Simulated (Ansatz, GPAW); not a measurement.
# A C3 chain between two Rh chains: relaxation, then transmission at several levels, part 3 of 3

Aim: the conductance of a C3 chain between two Rh chains after relaxation, and whether geometry, basis or functional moves it most.

GPAW 26.7.0 and Ansatz 0.2.0; Ansatz plane waves; relaxation of the junction with the lead ends held; PAW set soft_1 (the session's first sound run).

So far, transmission at the Fermi level (one spin): step 3 (plane-wave reference (PBE)) 0.848; step 4 (GPAW, dzp, PBE, GPAW) 0.798; step 5 (single-zeta polarised basis, PBE, GPAW) 0.853. Also open channels of the lead at the Fermi level (one spin): step 3 4.

## (6) Minimal basis

Level of this step: GPAW LCAO, PAW setups; Landauer transmission from Green's functions with principal layers (ASE), zero bias (GPAW).

One function for each valence shell of the setup, as for a first survey of a large system.

The input, run.py:

```python
import json
import numpy as np
from ase import Atoms
from ase.transport.calculators import TransportCalculator
from gpaw import GPAW, FermiDirac
from gpaw.lcao.tools import get_lcao_hamiltonian
from scipy.linalg import eigh

# The junction with lead layers at both ends, along the third cell vector
device = Atoms(
    ['Rh', 'Rh', 'Rh', 'Rh', 'Rh', 'Rh', 'Rh', 'Rh', 'C', 'C', 'C', 'Rh', 'Rh', 'Rh', 'Rh', 'Rh', 'Rh', 'Rh', 'Rh'],
    positions=[
        [4.50000, 4.50000, 1.15000],
        [4.50000, 4.50000, 3.45000],
        [4.50000, 4.50000, 5.75000],
        [4.50000, 4.50000, 8.05000],
        [4.50000, 4.50000, 10.35000],
        [4.50000, 4.50000, 12.65000],
        [4.75260, 4.27534, 14.94676],
        [4.04474, 4.88929, 17.21221],
        [4.39818, 4.57591, 18.99828],
        [4.49004, 4.48795, 20.30359],
        [4.57307, 4.38639, 21.60848],
        [4.85939, 4.00855, 23.39365],
        [4.29749, 4.77091, 25.65490],
        [4.50000, 4.50000, 27.95140],
        [4.50000, 4.50000, 30.25140],
        [4.50000, 4.50000, 32.55140],
        [4.50000, 4.50000, 34.85140],
        [4.50000, 4.50000, 37.15140],
        [4.50000, 4.50000, 39.45140]],
    cell=[[9.0, 0.0, 0.0], [0.0, 9.0, 0.0], [0.0, 0.0, 40.6014]],
    pbc=True)

# One principal layer of the lead: the first 5 atoms of the device
lead = Atoms(
    ['Rh', 'Rh', 'Rh', 'Rh', 'Rh'],
    positions=[
        [4.50000, 4.50000, 1.15000],
        [4.50000, 4.50000, 3.45000],
        [4.50000, 4.50000, 5.75000],
        [4.50000, 4.50000, 8.05000],
        [4.50000, 4.50000, 10.35000]],
    cell=[[9.0, 0.0, 0.0], [0.0, 9.0, 0.0], [0.0, 0.0, 11.5]],
    pbc=True)

settings = dict(mode='lcao', basis='sz(dzp)', xc='PBE', h=0.2,
                occupations=FermiDirac(0.1), maxiter=250,
                mixer=dict(beta=0.1, nmaxold=8, weight=100.0),
                convergence=dict(density=0.0001))
energies = np.arange(-2, 2 + 1e-9, 0.025)
eta = 0.0001
n1, n2 = 1, 1
# k and -k transmit alike, so half of the mesh across the current serves
mesh = [(i, j) for i in range(n1) for j in range(n2) if (i, j) <= (-i % n1, -j % n2)]
weights = np.array([1 if (i, j) == (-i % n1, -j % n2) else 2 for i, j in mesh]) / (n1 * n2)

# [... helper functions left out ...]
fermi_lead = ground_state(lead, (1, 1, 10), 'lead.txt')
fermi_device = ground_state(device, (1, 1, 2), 'device.txt')
# [... loop over the mesh left out, but for ...]
        # Shift the lead onto the potential of the device's first layer
        shift = ((H[:, 0, 0] - H0[:, 0, 0]) / S0[0, 0]).real.mean()
# [...]
kT = 8.617333e-5 * 300
bias = [0.1, 0.2, 0.5, 1.0, 1.5, 2.0]
# [... integrals and printing left out ...]
```

Run with:

```sh
> OMP_NUM_THREADS=1 OPENBLAS_NUM_THREADS=1 python run.py
```

Numbers of over 12 decimals in the logs are rounded to 6 here.

Output:

```text
basis functions: device 204, principal layer 60
Fermi level: lead -3.6415 eV, device -3.8236 eV; lead shifted by -0.0008 eV
largest coupling past the next layer 2.07e-04 eV, largest misfit of the first layer 0.041 eV
  E-E_F (eV)   T (one spin)  [channel counts left out]
    -2.000    1.6614e+00
    -1.975    1.6827e+00
    -1.950    1.7050e+00
[...]
1.975    5.6834e-03
     2.000    5.9501e-03
conductance at 300 K: 0.89312 G0 a cell; thermopower 25.01 uV/K
current from the zero-bias T(E) at 0.1 V: 6.9533 uA
current from the zero-bias T(E) at 0.2 V: 13.91 uA
current from the zero-bias T(E) at 0.5 V: 32.588 uA
current from the zero-bias T(E) at 1.0 V: 55.762 uA
current from the zero-bias T(E) at 1.5 V: 90.225 uA
current from the zero-bias T(E) at 2.0 V: 134.06 uA
```

Wall time 2.8 min (1 thread of Arm Neoverse V1, shared host); peak memory 1.5 GiB.

This step gave:

- conductance: 0.8931 G₀
- largest coupling past the next principal layer: 2.07e-4 eV
- largest misfit of the first principal layer: 0.04136 eV
- shift that aligns the lead: -8.27e-4 eV
- basis functions of the junction: 204
- basis functions of a principal layer: 60
- transmission at the Fermi level (one spin): 0.8592

The conductance, 0.893 G₀, lies 5.3 % above that of the dzp run.

## (7) RPBE in the dzp basis: xc = "RPBE"

Back in the dzp basis, the functional changes from PBE to RPBE, to set the spread between functionals beside that between bases.

Changes to run.py since step 6:

```diff
@@ -46,3 +46,3 @@
 
-settings = dict(mode='lcao', basis='sz(dzp)', xc='PBE', h=0.2,
+settings = dict(mode='lcao', basis='dzp', xc='RPBE', h=0.2,
                 occupations=FermiDirac(0.1), maxiter=250,
```

Output:

```text
basis functions: device 471, principal layer 135
Fermi level: lead -3.6037 eV, device -3.6696 eV; lead shifted by -0.0014 eV
largest coupling past the next layer 2.03e-04 eV, largest misfit of the first layer 0.074 eV
  E-E_F (eV)   T (one spin)  [channel counts left out]
    -2.000    1.5987e+00
    -1.975    1.6107e+00
    -1.950    1.6246e+00
[...]
1.975    9.1076e-03
     2.000    9.7747e-03
conductance at 300 K: 0.84785 G0 a cell; thermopower 29.18 uV/K
current from the zero-bias T(E) at 0.1 V: 6.637 uA
current from the zero-bias T(E) at 0.2 V: 13.406 uA
current from the zero-bias T(E) at 0.5 V: 32.195 uA
current from the zero-bias T(E) at 1.0 V: 57.711 uA
current from the zero-bias T(E) at 1.5 V: 96.409 uA
current from the zero-bias T(E) at 2.0 V: 140.35 uA
```

It took 5.9 min on 1 thread; peak memory 1.6 GiB.

This step gave:

```yaml
conductance: 0.8479 G₀
largest_coupling_past_the_next_principal_layer: 2.03e-4 eV
largest_misfit_of_the_first_principal_layer: 0.07427 eV
shift_that_aligns_the_lead: -0.001436 eV
basis_functions_of_the_junction: 471
basis_functions_of_a_principal_layer: 135
transmission_at_the_fermi_level_one_spin: 0.8020
```

The conductance equals that of the dzp run to 0.2 %.

## (8) Without the relaxation: geometry = "as built"

The dzp basis with PBE on the structure as first built shows what the relaxation was worth.

Changes to run.py since step 7:

```diff
@@ -18,9 +18,9 @@
         [4.50000, 4.50000, 12.65000],
-        [4.75260, 4.27534, 14.94676],
-        [4.04474, 4.88929, 17.21221],
-        [4.39818, 4.57591, 18.99828],
-        [4.49004, 4.48795, 20.30359],
-        [4.57307, 4.38639, 21.60848],
-        [4.85939, 4.00855, 23.39365],
-        [4.29749, 4.77091, 25.65490],
+        [4.50000, 4.50000, 14.95000],
+        [4.50000, 4.50000, 17.25000],
+        [4.50000, 4.50000, 19.01570],
+        [4.50000, 4.50000, 20.24570],
+        [4.50000, 4.50000, 21.58570],
+        [4.50000, 4.50000, 23.35140],
+        [4.50000, 4.50000, 25.65140],
         [4.50000, 4.50000, 27.95140],
@@ -46,3 +46,3 @@
 
-settings = dict(mode='lcao', basis='dzp', xc='RPBE', h=0.2,
+settings = dict(mode='lcao', basis='dzp', xc='PBE', h=0.2,
                 occupations=FermiDirac(0.1), maxiter=250,
```

Output:

```text
basis functions: device 471, principal layer 135
Fermi level: lead -3.7264 eV, device -3.8119 eV; lead shifted by -0.0048 eV
largest coupling past the next layer 2.07e-04 eV, largest misfit of the first layer 0.177 eV
  E-E_F (eV)   T (one spin)  [channel counts left out]
    -2.000    1.9236e+00
    -1.975    1.9257e+00
    -1.950    1.9276e+00
[...]
1.975    6.4967e-03
     2.000    6.4187e-03
conductance at 300 K: 1.6397 G0 a cell; thermopower 1.124 uV/K
current from the zero-bias T(E) at 0.1 V: 12.697 uA
current from the zero-bias T(E) at 0.2 V: 25.351 uA
current from the zero-bias T(E) at 0.5 V: 62.669 uA
current from the zero-bias T(E) at 1.0 V: 121 uA
current from the zero-bias T(E) at 1.5 V: 173.6 uA
current from the zero-bias T(E) at 2.0 V: 219.09 uA
```

Elapsed: 6.4 min, on 1 thread; peak memory 1.6 GiB.

Numbers from this step:

```yaml
conductance: 1.640 G₀
largest_coupling_past_the_next_principal_layer: 2.07e-4 eV
largest_misfit_of_the_first_principal_layer: 0.1768 eV
shift_that_aligns_the_lead: -0.004817 eV
transmission_at_the_fermi_level_one_spin: 1.642
```

The conductance, 1.64 G₀, lies 93 % above that of the dzp run.

## (9) Cost and result by level

Times are wall times on the hardware named with each run. Results by setting:

```csv
no.,run,conductance (G₀),time,memory (GiB)
1,pw PBE,0.8604,2.7 min,5.1
2,dzp,0.8483,5.9 min,1.6
3,szp,0.8794,3.4 min,1.5
4,sz,0.8931,2.8 min,1.5
5,dzp RPBE,0.8479,5.9 min,1.6
6,asbuilt,1.640,6.4 min,1.6
```

## (10) The levels side by side

The curves are compared point by point over the common energies.

This step: comparison of transmission and cost over codes, levels and geometry; PAW set soft_1 (GPAW 26.7.0).

Ladder, by row:

```csv
step,code,T at the Fermi level (sum over the listed spins),conductance (G0),r.m.s. T(E) from the first,wall time (s),peak memory (GiB),threads
pw-pbe,Ansatz,0.848,0.8604,0,160.1,5.083,4
dzp,GPAW,0.7977,0.8483,0.1337,351.7,1.6,1
szp,GPAW,0.8527,0.8794,0.2027,201.1,1.53,1
sz,GPAW,0.8592,0.8931,0.2034,165.2,1.46,1
dzp-RPBE,GPAW,0.802,0.8479,0.1317,353.8,1.6,1
asbuilt,GPAW,1.642,1.64,0.4808,383.9,1.6,1
```

Transmission, zone mean, sum over the listed spins against energy, zero at the Fermi level:

```csv
energy (eV),pw-pbe,dzp,szp,sz,dzp-RPBE,asbuilt
-2.000,1.58,1.60,1.60,1.66,1.60,1.92
-1.900,1.65,1.66,1.68,1.75,1.66,1.93
-1.800,1.73,1.74,1.78,1.85,1.74,1.94
-1.700,1.83,1.83,1.88,1.92,1.83,1.94
-1.600,1.91,1.91,1.95,1.97,1.91,1.93
-1.500,1.98,1.97,1.98,1.98,1.97,1.92
-1.400,2.01,2.00,1.98,1.97,2.00,1.90
-1.300,2.03,2.01,1.97,1.97,2.01,1.88
-1.200,2.02,2.01,1.97,1.97,2.02,1.85
-1.100,2.03,2.02,2.01,2.00,2.02,1.82
-1.075,2.03,2.03,2.01,2.00,2.03,1.81
-1.000,2.03,2.03,2.00,2.00,2.03,1.79
-0.925,2.04,2.03,2.01,2.00,2.03,1.77
-0.900,2.02,2.03,2.01,2.00,2.04,1.77
-0.875,2.01,2.03,2.01,2.00,2.03,1.76
-0.825,2.02,2.03,2.01,2.00,2.04,1.74
-0.800,2.03,2.03,2.00,2.00,2.03,1.73
-0.700,1.95,2.01,1.86,1.87,2.01,1.70
-0.600,1.40,1.75,1.25,1.30,1.69,1.67
-0.500,1.06,1.09,0.746,0.776,1.04,1.66
-0.400,1.05,0.847,0.678,0.688,0.837,1.65
-0.300,1.20,0.912,0.808,0.827,0.913,1.65
-0.200,1.26,1.10,1.05,1.06,1.11,1.66
-0.100,1.32,1.17,1.14,1.16,1.16,1.66
-0.050,0.977,1.22,1.16,1.18,1.20,1.65
0.000,0.848,0.798,0.853,0.859,0.802,1.64
0.100,0.631,0.583,0.603,0.630,0.591,1.61
0.200,0.501,0.476,0.472,0.499,0.478,1.54
0.300,0.431,0.418,0.414,0.439,0.418,1.45
0.400,0.387,0.381,0.381,0.405,0.380,1.34
0.500,0.354,0.351,0.356,0.378,0.349,1.21
0.600,0.328,0.325,0.337,0.357,0.322,1.07
0.700,0.308,0.302,0.323,0.341,0.299,0.926
0.800,0.291,0.281,0.311,0.329,0.279,0.766
0.900,0.275,0.241,0.245,0.249,0.239,0.572
1.000,0.219,0.158,0.181,0.186,0.153,0.271
1.100,0.162,0.101,0.154,0.172,0.105,0.0224
1.200,0.115,0.160,0.489,0.630,0.163,0.0167
1.300,0.211,0.376,0.377,0.256,0.380,0.0133
1.375,0.478,0.992,0.0186,0.0202,0.993,0.0116
1.400,0.699,0.795,0.0157,0.0140,0.768,0.0111
1.425,0.961,0.415,0.00839,0.00748,0.392,0.0107
1.500,0.251,0.436,4.9e-4,6.0e-4,0.0525,0.00962
1.600,0.0110,0.00155,6.8e-4,3.6e-4,9.9e-4,0.00856
1.700,6.6e-5,5.1e-4,0.00281,0.00187,8.6e-4,0.00779
1.800,0.00151,0.00318,0.00497,0.00344,0.00389,0.00720
1.900,0.00439,0.00608,0.00689,0.00481,0.00699,0.00676
2.000,0.00715,0.00874,0.00859,0.00595,0.00977,0.00642
```

## (11) Functional LDA, potential alignment off: xc = "LDA" and align = false

The functional moves levels against the Fermi level. Without the shift, lead and junction are matched by their Fermi levels alone.

This step: GPAW LCAO, PAW setups; Landauer transmission from Green's functions with principal layers (ASE), zero bias (GPAW 26.7.0).

Changes to run.py since step 8:

```diff
@@ -18,9 +18,9 @@
         [4.50000, 4.50000, 12.65000],
-        [4.50000, 4.50000, 14.95000],
-        [4.50000, 4.50000, 17.25000],
-        [4.50000, 4.50000, 19.01570],
-        [4.50000, 4.50000, 20.24570],
-        [4.50000, 4.50000, 21.58570],
-        [4.50000, 4.50000, 23.35140],
-        [4.50000, 4.50000, 25.65140],
+        [4.75260, 4.27534, 14.94676],
+        [4.04474, 4.88929, 17.21221],
+        [4.39818, 4.57591, 18.99828],
+        [4.49004, 4.48795, 20.30359],
+        [4.57307, 4.38639, 21.60848],
+        [4.85939, 4.00855, 23.39365],
+        [4.29749, 4.77091, 25.65490],
         [4.50000, 4.50000, 27.95140],
@@ -46,3 +46,3 @@
 
-settings = dict(mode='lcao', basis='dzp', xc='PBE', h=0.2,
+settings = dict(mode='lcao', basis='dzp', xc='LDA', h=0.2,
                 occupations=FermiDirac(0.1), maxiter=250,
@@ -61,4 +61,4 @@
 # [... loop over the mesh left out, but for ...]
-        # Shift the lead onto the potential of the device's first layer
-        shift = ((H[:, 0, 0] - H0[:, 0, 0]) / S0[0, 0]).real.mean()
+        # Lead and device are aligned by their Fermi levels alone
+        shift = 0.0
 # [...]
```

Output:

```text
basis functions: device 471, principal layer 135
Fermi level: lead -4.0648 eV, device -4.1237 eV; lead shifted by 0.0000 eV
largest coupling past the next layer 2.18e-04 eV, largest misfit of the first layer 0.078 eV
  E-E_F (eV)   T (one spin)  [channel counts left out]
    -2.000    1.6141e+00
    -1.975    1.6241e+00
    -1.950    1.6360e+00
    -1.925    1.6495e+00
    -1.900    1.6645e+00
    -1.875    1.6810e+00
    -1.850    1.6987e+00
    -1.825    1.7176e+00
    -1.800    1.7373e+00
    -1.775    1.7578e+00
    -1.750    1.7789e+00
    -1.725    1.8002e+00
    -1.700    1.8216e+00
    -1.675    1.8427e+00
    -1.650    1.8634e+00
    -1.625    1.8832e+00
[...]
1.825    1.9823e-03
     1.850    2.5763e-03
     1.875    3.1827e-03
     1.900    3.7928e-03
     1.925    4.4010e-03
     1.950    5.0036e-03
     1.975    5.5986e-03
     2.000    6.1847e-03
conductance at 300 K: 0.86731 G0 a cell; thermopower 33.16 uV/K
current from the zero-bias T(E) at 0.1 V: 6.7656 uA
current from the zero-bias T(E) at 0.2 V: 13.578 uA
current from the zero-bias T(E) at 0.5 V: 32.168 uA
current from the zero-bias T(E) at 1.0 V: 58.423 uA
current from the zero-bias T(E) at 1.5 V: 99.236 uA
current from the zero-bias T(E) at 2.0 V: 143.09 uA
```

It took 5.8 min on 1 thread; peak memory 1.6 GiB.

Numbers from this step:

```yaml
conductance: 0.8673 G₀
largest_coupling_past_the_next_principal_layer: 2.18e-4 eV
largest_misfit_of_the_first_principal_layer: 0.07812 eV
shift_that_aligns_the_lead: 0 eV
transmission_at_the_fermi_level_one_spin: 0.8045
```

One spin. Transmission, zone mean against energy, zero at the Fermi level:

```csv
energy (eV),"transmission, zone mean"
-2.000,1.61
-1.900,1.66
-1.800,1.74
-1.700,1.82
-1.600,1.90
-1.500,1.96
-1.400,2.00
-1.300,2.01
-1.200,2.01
-1.100,2.01
-1.000,2.02
-0.900,2.02
-0.800,2.03
-0.700,2.02
-0.600,1.86
-0.500,1.22
-0.400,0.869
-0.300,0.900
-0.200,1.09
-0.100,1.19
-0.050,1.21
0.000,0.804
0.100,0.567
0.200,0.466
0.300,0.412
0.400,0.376
0.500,0.346
0.600,0.322
0.700,0.301
0.800,0.282
0.900,0.242
1.000,0.159
1.100,0.0902
1.200,0.149
1.300,0.342
1.375,0.942
1.400,0.929
1.500,0.106
1.600,0.00493
1.700,0
1.800,0.00141
1.900,0.00379
2.000,0.00618
```

Not self-consistent under bias; the bias window is split evenly. The current through one cell, from the zero-bias transmission by bias:

```csv
bias (V),"current through one cell, from the zero-bias transmission (μA)"
0.100,6.77
0.200,13.6
0.500,32.2
1.000,58.4
1.500,99.2
2.000,143
```

Transmission of the three most open eigenchannels against energy, zero at the Fermi level:

```csv
energy (eV),channel 1,channel 2,channel 3
-2.000,0.972,0.641,0.00181
-1.900,0.977,0.685,0.00253
-1.800,0.982,0.752,0.00353
-1.700,0.986,0.831,0.00494
-1.600,0.990,0.905,0.00694
-1.500,0.994,0.959,0.00983
-1.400,0.998,0.984,0.0141
-1.300,0.995,0.993,0.0204
-1.200,0.998,0.982,0.0301
-1.100,0.995,0.985,0.0335
-1.000,0.995,0.988,0.0324
-0.900,0.996,0.994,0.0349
-0.800,0.997,0.997,0.0347
-0.700,0.996,0.990,0.0309
-0.600,0.943,0.891,0.0257
-0.500,0.622,0.573,0.0247
-0.400,0.439,0.402,0.0285
-0.300,0.467,0.398,0.0349
-0.200,0.630,0.415,0.0448
-0.100,0.676,0.445,0.0685
0.000,0.423,0.245,0.137
0.100,0.317,0.125,0.125
0.200,0.301,0.0998,0.0650
0.300,0.291,0.0873,0.0343
0.400,0.277,0.0792,0.0193
0.500,0.262,0.0733,0.0114
0.600,0.246,0.0688,0.00698
0.700,0.232,0.0649,0.00426
0.800,0.220,0.0600,0.00239
0.900,0.191,0.0507,5.2e-4
1.000,0.127,0.0319,2.5e-4
1.100,0.0902,1.8e-8,1.2e-8
1.200,0.149,1.2e-8,4.4e-11
1.300,0.342,1.2e-8,6.1e-12
1.400,0.929,1.2e-8,3.3e-12
1.500,0.106,1.2e-8,4.3e-11
1.600,0.00493,1.2e-8,0
1.700,1.2e-12,0,0
1.800,0.00141,1.3e-8,0
1.900,0.00379,1.3e-8,0
2.000,0.00618,1.3e-8,0
```

The conductance, 0.867 G₀, lies 2.2 % above that of the dzp run.

## (12) Summary of results

- conductance: 0.848 G₀
- transmission at the Fermi level, mean of the spins: 0.798

In the dzp basis the junction conducts 0.848 G₀ at 300 K, with T = 0.798 a spin at the Fermi level; the sz basis reaches that conductance within 10 %. Relaxation moved atoms by up to 0.61 Å and took the conductance from 1.64 to 0.848 G₀, as a ratio a larger change than the step from dzp to the minimal basis. Plane waves (PBE) give T = 0.848 there. At the Fermi level the three most open eigenchannels pass 0.43, 0.21 and 0.16. Measured against the first run (pw-pbe), the nearest curve is that of dzp-RPBE (r.m.s. 0.13) and the farthest that of asbuilt (0.48). Over the compared runs wall time goes from 160 s (pw-pbe) to 384 s (asbuilt), on a shared host; the plane-wave run used 4 threads and the orbital runs 1. The leads kept an estimated spacing and the cell its length, so the junction may be under some tension or compression. The run had no spin polarisation, so a magnetic state, which chains and small molecules with open shells often have, wasn't tested. An evenly spaced straight chain is an idealisation: free chains tend to dimerise, zigzag or, where a band edge lies near the Fermi level, turn magnetic. The currents use the zero-bias T(E) throughout, which holds only while the bias is small against the distance to the nearest feature. Within about eight thermal energies of the Fermi level ln T(E) bends sharply from one computed energy to the next, or the lead's channel count changes, so the thermal averages, above all the thermopower, rest on an interpolation that may be rough.

[Logs are printed without paths, hosts, clocks, repeated set-up lines and the standing remarks that a program may print on its own settings, such as how far it seeks lower states.]

[Hosts, paths, dates, database ids (printed as entryN), source tags and the programs' standing remarks are cut or masked in the printed files.]
